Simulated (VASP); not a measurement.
Wanted: an ASE script for a VASP 6.6.1 run.

```yaml
Task: single point
Functional: LDA
Potentials_or_basis: VASP PAW LDA potentials, release 64 (Ta_pv, N)
Cutoff: 520 eV
k_mesh: 6 × 6 × 9
Occupations: gaussian, width 0.1 eV
Spin: no spin polarisation
Further_INCAR_settings: ALGO = Normal; EDIFF = 1.00e-07; NBANDS = 33
```

The structure of TaN lies in TaN.cif:

```cif
data_TaN
_cell_length_a 5.19600000
_cell_length_b 5.19600000
_cell_length_c 2.91100000
_cell_angle_alpha 90.00000000
_cell_angle_beta 90.00000000
_cell_angle_gamma 120.00000000
_space_group_name_H-M_alt 'P1'
_space_group_name_Hall 'P 1'
_space_group_IT_number 1
loop_
_space_group_symop_operation_xyz
'x,y,z'
loop_
_atom_site_label
_atom_site_type_symbol
_atom_site_symmetry_multiplicity
_atom_site_Wyckoff_symbol
_atom_site_fract_x
_atom_site_fract_y
_atom_site_fract_z
_atom_site_occupancy
Ta1 Ta 1 a 0.0000000000 0.0000000000 0.0000000000 1
Ta2 Ta 1 a 0.6666666667 0.3333333333 0.5000000000 1
Ta3 Ta 1 a 0.3333333333 0.6666666667 0.5000000000 1
N1 N 1 a 0.0000000000 0.3928500000 0.0000000000 1
N2 N 1 a 0.6071500000 0.6071500000 0.0000000000 1
N3 N 1 a 0.3928500000 0.0000000000 0.0000000000 1
```

One way to write it, as run:

run.py

```python
from ase.calculators.vasp import Vasp
from ase.dft.bandgap import bandgap
from ase.io import read

atoms = read('TaN.cif')
calc = Vasp(
    directory='calc',
    xc='lda',
    pp='LDA',
    setups='materialsproject',
    prec='Accurate',
    encut=520,
    ediff=1e-07,
    ismear=0,
    sigma=0.1,
    lreal=False,
    lasph=True,
    nelm=60,
    algo='Normal',
    isif=2,
    lwave=False,
    lcharg=True,
    lelf=True,
    lvhar=True,
    kpts=[6, 6, 9],
    gamma=True,
    nbands=33,
)
atoms.calc = calc

print('energy (eV):', atoms.get_potential_energy())
print('free energy (eV):', atoms.get_potential_energy(force_consistent=True))
print('forces (eV/A):')
print(atoms.get_forces())
print('stress (eV/A^3, Voigt):', atoms.get_stress())
print('Fermi level (eV):', calc.get_fermi_level())
gap, top, bottom = bandgap(calc)
print('band gap (eV):', gap, 'from (spin, k, band)', top, 'to', bottom)
```

Potentials or basis: VASP PAW LDA potentials, release 64 (Ta_pv, N).

Command:

```console
$ python run.py
```

It gave:

```
Pressure               : -8.3 GPa
Largest force          : 0.032 eV/Å
Band gap on the k mesh : none (metal or under the smearing width)
```

It took 41 s on 1 thread of Intel(R) Xeon(R) Platinum 8488C (Sapphire Rapids), with other jobs on the host, peak memory 0.19 GiB.
